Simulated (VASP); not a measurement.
Crystal: MnS.

```
Mn S
1.0
     0.00000    2.60450    2.60450
     2.60450    0.00000    2.60450
     2.60450    2.60450    0.00000
Mn S
1 1
Direct
  0.00000 0.00000 0.00000
  0.50000 0.50000 0.50000
```

```yaml
Program: VASP 6.6.1
Task: relaxation of cell and atoms
Functional: PBE
Dispersion: D3(BJ)
Potentials_or_basis: VASP PAW PBE potentials, release 64 (Mn_pv, S)
Cutoff: 600 eV
k_mesh: 8 × 8 × 8
Occupations: fermi-dirac, width 0.05 eV
Spin: collinear spin, ferromagnetic start
Starting_moments: "[4.0, 0.0] μB"
```

At the start: pressure -7.0 GPa; volume 17.67 Å³/atom.

Q: How do energy, volume and symmetry change on relaxing?

A: Over 8 steps the energy falls by 45.1 meV/atom and the volume is 15.82 Å³/atom (-10.4 %); space group Fm-3m (No. 225, to 0.05 Å); moment 4.39 μB per cell.

Step by step:
```csv
step,energy change (eV),largest force (eV/Å),pressure (GPa),volume (Å³)
1,0.0000,0.0000,-6.98,35.33
2,-0.0889,0.0000,5.00,31.54
3,-0.0846,0.0000,-1.99,32.26
4,-0.0870,0.0000,-1.84,32.05
5,-0.0895,0.0000,-1.43,31.80
6,-0.0902,0.0000,-0.35,31.67
7,-0.0903,0.0000,-0.22,31.66
8,-0.0903,0.0000,-0.01,31.65
```

Final structure:
```yaml
crystal:
  lattice:
    - [0.00000, 2.51060, 2.51060]
    - [2.51060, 0.00000, 2.51060]
    - [2.51060, 2.51060, 0.00000]
  atoms:
    - { symbol: Mn, position: [0.00000, 0.00000, 0.00000] }
    - { symbol: S, position: [0.50000, 0.50000, 0.50000] }
```

Caveat: the volume moved by -10 % from the deposited cell, more than functionals usually miss; a cell with one magnetic atom can't hold antiferromagnetic order, which such compounds often take; pairwise dispersion overbinds metals, which lowers pressure and volume.
